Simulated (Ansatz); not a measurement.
The system is Cs2AgBiBr6.

```
CELL_PARAMETERS angstrom
0.00000 5.61610 5.61610
5.61610 0.00000 5.61610
5.61610 5.61610 0.00000
ATOMIC_POSITIONS crystal
Bi 0.00000 0.00000 0.00000
Cs 0.75000 0.75000 0.75000
Cs 0.25000 0.25000 0.25000
Ag 0.50000 0.50000 0.50000
Br 0.74945 0.74945 0.25055
Br 0.25055 0.25055 0.74945
Br 0.74945 0.25055 0.25055
Br 0.74945 0.25055 0.74945
Br 0.25055 0.74945 0.74945
Br 0.25055 0.74945 0.25055
```

Program: Ansatz 0.2.0. Alike in all runs: task band structure; potentials or basis Ansatz PAW; no spin polarisation; cell as given; k mesh 4 × 4 × 4; cutoff (eV) 420.

**Question.** Order these runs on this cell by their band gap on the k mesh, lowest first.
A. level LDA+U; U Ag d U = 8 eV; smearing fermi-dirac 0.05 eV; points for each segment of the path 10; hubbard projectors ortho-atomic (the default); double counting fll (the default)
B. level PBE0; smearing fixed; level pbe0; run kind scf
C. level HSE06; smearing fixed; level hse06; run kind scf
D. level LDA+U; U Ag d U = 4 eV; smearing fermi-dirac 0.05 eV; points for each segment of the path 10; hubbard projectors ortho-atomic (the default); double counting fll (the default)
E. level LDA+U; U Ag d U = 1 eV; smearing fermi-dirac 0.05 eV; points for each segment of the path 10; hubbard projectors ortho-atomic (the default); double counting fll (the default)

**Answer.** E (1.19 eV), D (1.39 eV), A (1.55 eV), C (2.12 eV), B (2.76 eV).

Caveats: spin-orbit coupling is left out, which as a rule narrows the gap of such compounds by several tenths of an eV.

A k mesh can miss the band edges.

Not every run made on this cell is shown here.
